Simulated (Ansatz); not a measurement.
# Residual resistivity of an alloy: Cr(100) with 4 layers of random Cr-Cu, 2x2, part 2 of 2

Wanted: resistance against the alloy's length, first Cr(100) with 4 layers of random Cr-Cu, 2x2.

Ansatz 0.2.0; Ansatz plane-wave DFT, PBE, PAW files; ballistic transport by layer matching (Landauer), zero bias; PAW set soft_1.

So far. Step 2 (With 4 alloy layers): Over the solved energies the transmission per spin lies between 1.43 and 1.67, out of 5.21 channels of the lead on average (up to 5.47).

### 3. With 8 alloy layers

In 8 layers a share of 0.5 of the sites is given to Cu at random. A fresh draw is used; the growth of the resistance with length is what counts.

System of this step: Cr(100) with 8 layers of random Cr-Cu, 2x2. The cell holds 72 atoms: 56 Cr and 16 Cu. Cell: a = 5.768 Å, b = 5.768 Å, c = 25.955 Å, α = 90.0°, β = 90.0°, γ = 90.0°. It derives from Cr. Regions: lead, 40 atoms (40 Cr); scattering region, 32 atoms (16 Cr and 16 Cu). The structure is stacked along c, and the current runs across the ab planes.

Input file input.yaml:

```yaml
crystal:
  lattice:
    - [5.7678, 0.0, 0.0]
    - [0.0, 5.7678, 0.0]
    - [0.0, 0.0, 25.9551]
  atoms:
    - { symbol: Cr, position: [0.0, 0.0, 0.0277777778] }
    - { symbol: Cr, position: [0.0, 0.5, 0.0277777778] }
    - { symbol: Cr, position: [0.5, 0.0, 0.0277777778] }
    - { symbol: Cr, position: [0.5, 0.5, 0.0277777778] }
    - { symbol: Cr, position: [0.25, 0.25, 0.0833333333] }
    - { symbol: Cr, position: [0.25, 0.75, 0.0833333333] }
    - { symbol: Cr, position: [0.75, 0.25, 0.0833333333] }
    - { symbol: Cr, position: [0.75, 0.75, 0.0833333333] }
    - { symbol: Cr, position: [0.0, 0.0, 0.1388888889] }
    - { symbol: Cr, position: [0.0, 0.5, 0.1388888889] }
    - { symbol: Cr, position: [0.5, 0.0, 0.1388888889] }
    - { symbol: Cr, position: [0.5, 0.5, 0.1388888889] }
    - { symbol: Cr, position: [0.25, 0.25, 0.1944444444] }
    - { symbol: Cr, position: [0.25, 0.75, 0.1944444444] }
    - { symbol: Cr, position: [0.75, 0.25, 0.1944444444] }
    - { symbol: Cr, position: [0.75, 0.75, 0.1944444444] }
    - { symbol: Cr, position: [0.0, 0.0, 0.25] }
    - { symbol: Cr, position: [0.0, 0.5, 0.25] }
    - { symbol: Cr, position: [0.5, 0.0, 0.25] }
    - { symbol: Cr, position: [0.5, 0.5, 0.25] }
    - { symbol: Cr, position: [0.25, 0.25, 0.3055555556] }
    - { symbol: Cr, position: [0.25, 0.75, 0.3055555556] }
    - { symbol: Cr, position: [0.75, 0.25, 0.3055555556] }
    - { symbol: Cu, position: [0.75, 0.75, 0.3055555556] }
    - { symbol: Cu, position: [0.0, 0.0, 0.3611111111] }
    - { symbol: Cr, position: [0.0, 0.5, 0.3611111111] }
    - { symbol: Cu, position: [0.5, 0.0, 0.3611111111] }
    - { symbol: Cr, position: [0.5, 0.5, 0.3611111111] }
    - { symbol: Cu, position: [0.25, 0.25, 0.4166666667] }
    - { symbol: Cu, position: [0.25, 0.75, 0.4166666667] }
    - { symbol: Cr, position: [0.75, 0.25, 0.4166666667] }
    - { symbol: Cu, position: [0.75, 0.75, 0.4166666667] }
    - { symbol: Cr, position: [0.0, 0.0, 0.4722222222] }
    - { symbol: Cr, position: [0.0, 0.5, 0.4722222222] }
    - { symbol: Cr, position: [0.5, 0.0, 0.4722222222] }
    - { symbol: Cu, position: [0.5, 0.5, 0.4722222222] }
    - { symbol: Cu, position: [0.25, 0.25, 0.5277777778] }
    - { symbol: Cu, position: [0.25, 0.75, 0.5277777778] }
    - { symbol: Cu, position: [0.75, 0.25, 0.5277777778] }
    - { symbol: Cu, position: [0.75, 0.75, 0.5277777778] }
    - { symbol: Cr, position: [0.0, 0.0, 0.5833333333] }
    - { symbol: Cr, position: [0.0, 0.5, 0.5833333333] }
    - { symbol: Cu, position: [0.5, 0.0, 0.5833333333] }
    - { symbol: Cu, position: [0.5, 0.5, 0.5833333333] }
    - { symbol: Cu, position: [0.25, 0.25, 0.6388888889] }
    - { symbol: Cr, position: [0.25, 0.75, 0.6388888889] }
    - { symbol: Cr, position: [0.75, 0.25, 0.6388888889] }
    - { symbol: Cr, position: [0.75, 0.75, 0.6388888889] }
    - { symbol: Cr, position: [0.0, 0.0, 0.6944444444] }
    - { symbol: Cr, position: [0.0, 0.5, 0.6944444444] }
    - { symbol: Cu, position: [0.5, 0.0, 0.6944444444] }
    - { symbol: Cu, position: [0.5, 0.5, 0.6944444444] }
    - { symbol: Cr, position: [0.25, 0.25, 0.75] }
    - { symbol: Cr, position: [0.25, 0.75, 0.75] }
    - { symbol: Cr, position: [0.75, 0.25, 0.75] }
    - { symbol: Cr, position: [0.75, 0.75, 0.75] }
    - { symbol: Cr, position: [0.0, 0.0, 0.8055555556] }
    - { symbol: Cr, position: [0.0, 0.5, 0.8055555556] }
    - { symbol: Cr, position: [0.5, 0.0, 0.8055555556] }
    - { symbol: Cr, position: [0.5, 0.5, 0.8055555556] }
    - { symbol: Cr, position: [0.25, 0.25, 0.8611111111] }
    - { symbol: Cr, position: [0.25, 0.75, 0.8611111111] }
    - { symbol: Cr, position: [0.75, 0.25, 0.8611111111] }
    - { symbol: Cr, position: [0.75, 0.75, 0.8611111111] }
    - { symbol: Cr, position: [0.0, 0.0, 0.9166666667] }
    - { symbol: Cr, position: [0.0, 0.5, 0.9166666667] }
    - { symbol: Cr, position: [0.5, 0.0, 0.9166666667] }
    - { symbol: Cr, position: [0.5, 0.5, 0.9166666667] }
    - { symbol: Cr, position: [0.25, 0.25, 0.9722222222] }
    - { symbol: Cr, position: [0.25, 0.75, 0.9722222222] }
    - { symbol: Cr, position: [0.75, 0.25, 0.9722222222] }
    - { symbol: Cr, position: [0.75, 0.75, 0.9722222222] }
kpoints:
  mp_grid: { grid: [4, 4, 1] }
hamiltonian:
  xc: pbe
  pseudopotentials: { kind: paw, azcp: { folder: soft_1 } }
scf:
  occupations: { method: fermi_dirac, width: 0.1 }
output:
  transmission: { leads: [[0, 4]], kmesh: [8, 8], e_range: [-0.05, 0.05], de: 0.05 }
  write_potential: true
  write_density: true
  volumetric_format: npy
```

Run with:

```bash
$ ansatz run input.yaml --threads 4 --pin off --max-ram 15360MiB --backend cpu --events-out ev --progress --plain --runs-dir out
```

Numbers of over 12 decimals in the logs are rounded to 6 here.

Output:

```text
[...]
Crystal: 72 atoms, lattice volume = 863.462 Å³
Basis set: ecut = 420 eV, 16939 PW (Γ)
Bands: 653, of which v1, the nominal top of the filled ones, is band 544 counted from 1 (543 counted from 0)
Symmetry: 1 space group operations
[...]
k-points: 10 of 16 (time reversal used)
[...]
SCF iter   1: F=—  HF=-295365.721117 eV  |F-HF|=—  |Δ(HF+E_count)|=         —  Δρ=8.16e-1  dr2=3.06e4  ethr=3.10e-3  ⟨swp⟩=4.5  Hψ=19395  notcnv=0
[...]
SCF iter  21: F=-295144.204232 eV  HF=-295144.204233 eV  |F-HF|=5.88e-9  |Δ(HF+E_count)|=   1.78e-8  Δρ=9.20e-7  dr2=7.32e-9  ethr=9.19e-12  ⟨swp⟩=6.4  Hψ=15827  notcnv=0
SCF 1 converged in 21 iterations: F = -295144.204232 eV  dr2 = 7.32e-9
[...]
transmission: 122 of 1190 steps passed
transmission: 238 of 1190 steps passed
[...]
transmission: 1190 of 1190 steps passed
SCF converged after 21 iterations
Free energy (F): -295144.204232 eV
[...]
Internal energy: -295141.917508 eV  (E = F + TS)
E sigma→0 (E₀):  -295143.060870 eV
Entropy (-TS):   -2.286725 eV (-31.760 meV/atom)
Fermi energy:    18.025936 eV
[...]
--- Band table (eV; the first three rows and the last of 10) ---
  k-point 0: bands = [... 540 lower, 18.0170, 18.0340, 18.0462, 18.0700, 18.0926, 18.1158, 18.1391, 18.1463, ... 105 higher]
  k-point 1: bands = [... 540 lower, 17.9437, 17.9627, 17.9904, 18.0024, 18.0165, 18.0487, 18.0800, 18.0824, ... 105 higher]
  k-point 2: bands = [... 540 lower, 17.9413, 17.9864, 18.0519, 18.0532, 18.0766, 18.1032, 18.1215, 18.1424, ... 105 higher]
  k-point 9: bands = [... 540 lower, 17.8755, 17.8956, 17.9288, 17.9485, 18.0149, 18.0290, 18.0854, 18.2044, ... 105 higher]
--- Transmission ---
  basis      : 293 plane waves across, 35 finite elements along
  points     : 34, standing for a mesh of 8 x 8
[...]
channels       : 5.468750e0 a spin
[...]
slowest decay  : 0.0267 /Å at (0.5000, 0.3750)
  junction   : crystal 0 to crystal 0, 0.70 to 25.21 Å
    transmission   : 1.192870e0 a spin
[...]
```

The job ended after 23 min (4 threads of Arm Neoverse V1, shared host; peak memory 8.6 GiB; 1.5 h of CPU time).

This step gave:

```
free energy                                   : -295144.2042 eV
energy at zero smearing                       : -295143.0609 eV
Fermi energy                                  : 18.03 eV
transmission per spin nearest the Fermi level : 1.193
step of the lead's potential                  : 13.7 meV
```

Per spin. Table of transmission, zone mean by energy, zero at the Fermi level:

```csv
energy (eV),"transmission, zone mean"
-0.0500,1.15
0.0000,1.19
0.0500,1.19
```

Over the solved energies the transmission per spin lies between 1.15 and 1.19, out of 5.20 channels of the lead on average (up to 5.47).

### 4. With 12 alloy layers

In 12 layers a share of 0.5 of the sites is given to Cu at random. A fresh draw is used; the growth of the resistance with length is what counts.

System of this step: Cr(100) with 12 layers of random Cr-Cu, 2x2. The cell holds 88 atoms: 64 Cr and 24 Cu. Cell: a = 5.768 Å, b = 5.768 Å, c = 31.723 Å, α = 90.0°, β = 90.0°, γ = 90.0°. It derives from Cr. Regions: lead, 40 atoms (40 Cr); scattering region, 48 atoms (24 Cu and 24 Cr). The structure is stacked along c, and the current runs across the ab planes.

Input file input.yaml:

```yaml
crystal:
  lattice:
    - [5.7678, 0.0, 0.0]
    - [0.0, 5.7678, 0.0]
    - [0.0, 0.0, 31.7229]
  atoms:
    - { symbol: Cr, position: [0.0, 0.0, 0.0227272727] }
    - { symbol: Cr, position: [0.0, 0.5, 0.0227272727] }
    - { symbol: Cr, position: [0.5, 0.0, 0.0227272727] }
    - { symbol: Cr, position: [0.5, 0.5, 0.0227272727] }
    - { symbol: Cr, position: [0.25, 0.25, 0.0681818182] }
    - { symbol: Cr, position: [0.25, 0.75, 0.0681818182] }
    - { symbol: Cr, position: [0.75, 0.25, 0.0681818182] }
    - { symbol: Cr, position: [0.75, 0.75, 0.0681818182] }
    - { symbol: Cr, position: [0.0, 0.0, 0.1136363636] }
    - { symbol: Cr, position: [0.0, 0.5, 0.1136363636] }
    - { symbol: Cr, position: [0.5, 0.0, 0.1136363636] }
    - { symbol: Cr, position: [0.5, 0.5, 0.1136363636] }
    - { symbol: Cr, position: [0.25, 0.25, 0.1590909091] }
    - { symbol: Cr, position: [0.25, 0.75, 0.1590909091] }
    - { symbol: Cr, position: [0.75, 0.25, 0.1590909091] }
    - { symbol: Cr, position: [0.75, 0.75, 0.1590909091] }
    - { symbol: Cr, position: [0.0, 0.0, 0.2045454545] }
    - { symbol: Cr, position: [0.0, 0.5, 0.2045454545] }
    - { symbol: Cr, position: [0.5, 0.0, 0.2045454545] }
    - { symbol: Cr, position: [0.5, 0.5, 0.2045454545] }
    - { symbol: Cu, position: [0.25, 0.25, 0.25] }
    - { symbol: Cr, position: [0.25, 0.75, 0.25] }
    - { symbol: Cu, position: [0.75, 0.25, 0.25] }
    - { symbol: Cu, position: [0.75, 0.75, 0.25] }
    - { symbol: Cu, position: [0.0, 0.0, 0.2954545455] }
    - { symbol: Cr, position: [0.0, 0.5, 0.2954545455] }
    - { symbol: Cu, position: [0.5, 0.0, 0.2954545455] }
    - { symbol: Cr, position: [0.5, 0.5, 0.2954545455] }
    - { symbol: Cr, position: [0.25, 0.25, 0.3409090909] }
    - { symbol: Cr, position: [0.25, 0.75, 0.3409090909] }
    - { symbol: Cr, position: [0.75, 0.25, 0.3409090909] }
    - { symbol: Cr, position: [0.75, 0.75, 0.3409090909] }
    - { symbol: Cu, position: [0.0, 0.0, 0.3863636364] }
    - { symbol: Cu, position: [0.0, 0.5, 0.3863636364] }
    - { symbol: Cr, position: [0.5, 0.0, 0.3863636364] }
    - { symbol: Cr, position: [0.5, 0.5, 0.3863636364] }
    - { symbol: Cu, position: [0.25, 0.25, 0.4318181818] }
    - { symbol: Cu, position: [0.25, 0.75, 0.4318181818] }
    - { symbol: Cr, position: [0.75, 0.25, 0.4318181818] }
    - { symbol: Cr, position: [0.75, 0.75, 0.4318181818] }
    - { symbol: Cu, position: [0.0, 0.0, 0.4772727273] }
    - { symbol: Cu, position: [0.0, 0.5, 0.4772727273] }
    - { symbol: Cu, position: [0.5, 0.0, 0.4772727273] }
    - { symbol: Cu, position: [0.5, 0.5, 0.4772727273] }
    - { symbol: Cr, position: [0.25, 0.25, 0.5227272727] }
    - { symbol: Cu, position: [0.25, 0.75, 0.5227272727] }
    - { symbol: Cr, position: [0.75, 0.25, 0.5227272727] }
    - { symbol: Cu, position: [0.75, 0.75, 0.5227272727] }
    - { symbol: Cu, position: [0.0, 0.0, 0.5681818182] }
    - { symbol: Cu, position: [0.0, 0.5, 0.5681818182] }
    - { symbol: Cu, position: [0.5, 0.0, 0.5681818182] }
    - { symbol: Cr, position: [0.5, 0.5, 0.5681818182] }
    - { symbol: Cr, position: [0.25, 0.25, 0.6136363636] }
    - { symbol: Cr, position: [0.25, 0.75, 0.6136363636] }
    - { symbol: Cr, position: [0.75, 0.25, 0.6136363636] }
    - { symbol: Cu, position: [0.75, 0.75, 0.6136363636] }
    - { symbol: Cr, position: [0.0, 0.0, 0.6590909091] }
    - { symbol: Cr, position: [0.0, 0.5, 0.6590909091] }
    - { symbol: Cr, position: [0.5, 0.0, 0.6590909091] }
    - { symbol: Cr, position: [0.5, 0.5, 0.6590909091] }
    - { symbol: Cr, position: [0.25, 0.25, 0.7045454545] }
    - { symbol: Cu, position: [0.25, 0.75, 0.7045454545] }
    - { symbol: Cu, position: [0.75, 0.25, 0.7045454545] }
    - { symbol: Cu, position: [0.75, 0.75, 0.7045454545] }
    - { symbol: Cr, position: [0.0, 0.0, 0.75] }
    - { symbol: Cr, position: [0.0, 0.5, 0.75] }
    - { symbol: Cu, position: [0.5, 0.0, 0.75] }
    - { symbol: Cu, position: [0.5, 0.5, 0.75] }
    - { symbol: Cr, position: [0.25, 0.25, 0.7954545455] }
    - { symbol: Cr, position: [0.25, 0.75, 0.7954545455] }
    - { symbol: Cr, position: [0.75, 0.25, 0.7954545455] }
    - { symbol: Cr, position: [0.75, 0.75, 0.7954545455] }
    - { symbol: Cr, position: [0.0, 0.0, 0.8409090909] }
    - { symbol: Cr, position: [0.0, 0.5, 0.8409090909] }
    - { symbol: Cr, position: [0.5, 0.0, 0.8409090909] }
    - { symbol: Cr, position: [0.5, 0.5, 0.8409090909] }
    - { symbol: Cr, position: [0.25, 0.25, 0.8863636364] }
    - { symbol: Cr, position: [0.25, 0.75, 0.8863636364] }
    - { symbol: Cr, position: [0.75, 0.25, 0.8863636364] }
    - { symbol: Cr, position: [0.75, 0.75, 0.8863636364] }
    - { symbol: Cr, position: [0.0, 0.0, 0.9318181818] }
    - { symbol: Cr, position: [0.0, 0.5, 0.9318181818] }
    - { symbol: Cr, position: [0.5, 0.0, 0.9318181818] }
    - { symbol: Cr, position: [0.5, 0.5, 0.9318181818] }
    - { symbol: Cr, position: [0.25, 0.25, 0.9772727273] }
    - { symbol: Cr, position: [0.25, 0.75, 0.9772727273] }
    - { symbol: Cr, position: [0.75, 0.25, 0.9772727273] }
    - { symbol: Cr, position: [0.75, 0.75, 0.9772727273] }
kpoints:
  mp_grid: { grid: [4, 4, 1] }
hamiltonian:
  xc: pbe
  pseudopotentials: { kind: paw, azcp: { folder: soft_1 } }
scf:
  occupations: { method: fermi_dirac, width: 0.1 }
output:
  transmission: { leads: [[0, 4]], kmesh: [8, 8], e_range: [-0.05, 0.05], de: 0.05 }
  write_potential: true
  write_density: true
  volumetric_format: npy
```

Output:

```text
[...]
Crystal: 88 atoms, lattice volume = 1055.342 Å³
Basis set: ecut = 420 eV, 20751 PW (Γ)
Bands: 812, of which v1, the nominal top of the filled ones, is band 676 counted from 1 (675 counted from 0)
Symmetry: 1 space group operations
[...]
k-points: 10 of 16 (time reversal used)
[...]
SCF iter   1: F=—  HF=-375437.198895 eV  |F-HF|=—  |Δ(HF+E_count)|=         —  Δρ=8.26e-1  dr2=4.21e4  ethr=3.10e-3  ⟨swp⟩=4.8  Hψ=23298  notcnv=0
[...]
SCF iter  21: F=-375161.748458 eV  HF=-375161.748458 eV  |F-HF|=2.32e-8  |Δ(HF+E_count)|=   1.64e-8  Δρ=5.72e-7  dr2=2.29e-8  ethr=7.40e-12  ⟨swp⟩=6.0  Hψ=19047  notcnv=0
SCF 1 converged in 21 iterations: F = -375161.748458 eV  dr2 = 2.29e-8
[...]
transmission: 156 of 1496 steps passed
transmission: 306 of 1496 steps passed
[...]
transmission: 1496 of 1496 steps passed
SCF converged after 21 iterations
Free energy (F): -375161.748458 eV
[...]
Internal energy: -375158.835684 eV  (E = F + TS)
E sigma→0 (E₀):  -375160.292071 eV
Entropy (-TS):   -2.912774 eV (-33.100 meV/atom)
Fermi energy:    17.902762 eV
[...]
--- Band table (eV; the first three rows and the last of 10) ---
  k-point 0: bands = [... 672 lower, 17.9049, 17.9161, 17.9407, 17.9570, 17.9652, 17.9817, 17.9990, 18.0168, ... 132 higher]
  k-point 1: bands = [... 672 lower, 17.8092, 17.8218, 17.8372, 17.8545, 17.8786, 17.8904, 17.9241, 17.9438, ... 132 higher]
  k-point 2: bands = [... 672 lower, 17.7811, 17.8077, 17.8579, 17.8992, 17.9274, 17.9721, 17.9940, 18.0101, ... 132 higher]
  k-point 9: bands = [... 672 lower, 17.7736, 17.7958, 17.8204, 17.8493, 17.8799, 17.9296, 17.9434, 18.0176, ... 132 higher]
--- Transmission ---
  basis      : 293 plane waves across, 44 finite elements along
  points     : 34, standing for a mesh of 8 x 8
[...]
channels       : 5.468750e0 a spin
[...]
slowest decay  : 0.0230 /Å at (0.3750, 0.5000)
  junction   : crystal 0 to crystal 0, 0.70 to 30.98 Å
    transmission   : 6.957269e-1 a spin
[...]
```

Wall time 39 min (4 threads); peak memory 7.4 GiB; 2.4 h of CPU time.

Numbers from this step:

```yaml
free_energy: -375161.7485 eV
energy_at_zero_smearing: -375160.2921 eV
fermi_energy: 17.90 eV
transmission_per_spin_nearest_the_fermi_level: 0.6957
step_of_the_lead_s_potential: 8.6 meV
```

Per spin. The transmission, zone mean by energy, zero at the Fermi level:

```csv
energy (eV),"transmission, zone mean"
-0.0500,0.716
0.0000,0.696
0.0500,0.796
```

Over the solved energies the transmission per spin lies between 0.696 and 0.796, out of 5.20 channels of the lead on average (up to 5.47).

### 5. The fit

This step: Ansatz plane-wave DFT, PBE, PAW files; ballistic transport by layer matching (Landauer), zero bias; residual resistivity from the slope of the area resistance, atoms on the host's lattice; PAW set soft_1 (Ansatz 0.2.0).

This step gave:

```
resistivity           : 267.3 µΩ cm
intercept             : 0.1695 fΩ m²
scatter about the fit : 0.3008 fΩ m²
```

Resistance, by row:

```csv
run,length (Å),T,channels N,RA (fΩ m²)
n4,5.768,1.562,5.208,1.924
n8,11.54,1.175,5.198,2.827
n12,17.3,0.7361,5.198,5.007
```

Table of area resistance by length of the alloy:

```csv
length of the alloy (Å),area resistance (fΩ m²)
5.77,1.92
11.54,2.83
17.30,5.01
```

The area resistance goes from 1.9 to 5.0 fΩ m² between 5.8 and 17.3 Å, a slope of 267 µΩ cm.

By hand from the end points: (5.007 − 1.924) fΩ m² / (17.30 − 5.77) Å = 267 µΩ cm, since 1 fΩ m² per Å is 1000 µΩ cm.

### 6. Summary of results

```yaml
resistivity_from_the_slope: 267 µΩ cm
area_resistance_over_5p77_a: 1.92 fΩ m²
area_resistance_over_11p5_a: 2.83 fΩ m²
area_resistance_over_17p3_a: 5.01 fΩ m²
```

What this shows: The slope gives 267 µΩ cm. The points scatter by 0.30 fΩ m² about the line, with one random draw a length in a 2x2 cell, so the slope is a rough value. Read with a model of isotropic scattering on a spherical Fermi surface and the lead's 1.2×10¹⁵ S/m², this slope means a mean free path near 2.3 Å (a rough figure, since the alloy's own channel count differs); over these lengths the model's slope is within 3 % of its bulk resistivity, though a free path of a few ångströms strains the picture. The atoms sit on the host's lattice, so scattering by size misfit is left out. With 50 % of Cu, whose own structure is another, this is a hypothetical phase. The runs have no spin polarisation, although Cr can order magnetically, which would change the channels.

[Logs are printed without paths, hosts, clocks, repeated set-up lines and the standing remarks that a program may print on its own settings, such as how far it seeks lower states.]

[Hosts, paths, dates, database ids (printed as entryN), source tags and the programs' standing remarks are cut or masked in the printed files.]
